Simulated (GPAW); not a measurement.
The system is MgB2.

```
CELL_PARAMETERS angstrom
3.08500 0.00000 0.00000
-1.54250 2.67169 0.00000
0.00000 0.00000 3.52300
ATOMIC_POSITIONS crystal
Mg 0.00000 0.00000 0.00000
B 0.66667 0.33333 0.50000
B 0.33333 0.66667 0.50000
```

Base run:

- Program: GPAW 26.7.0
- Functional: LDA
- Potentials or basis: the program's PAW data sets (release 1.2.1) made for this functional
- Cutoff: 800 eV
- Basis: pw
- k mesh: 7 × 7 × 6
- Occupations: fermi-dirac, width 0.05 eV
- Spin: no spin polarisation

Its results: pressure -7.8 GPa.

**Question.** The run is repeated on the same cell with these changes: functional from LDA to RPBE. What comes out?

**Answer.** Pressure 2.0 GPa.

RPBE binds less tightly than LDA, so the same cell stands under more pressure.
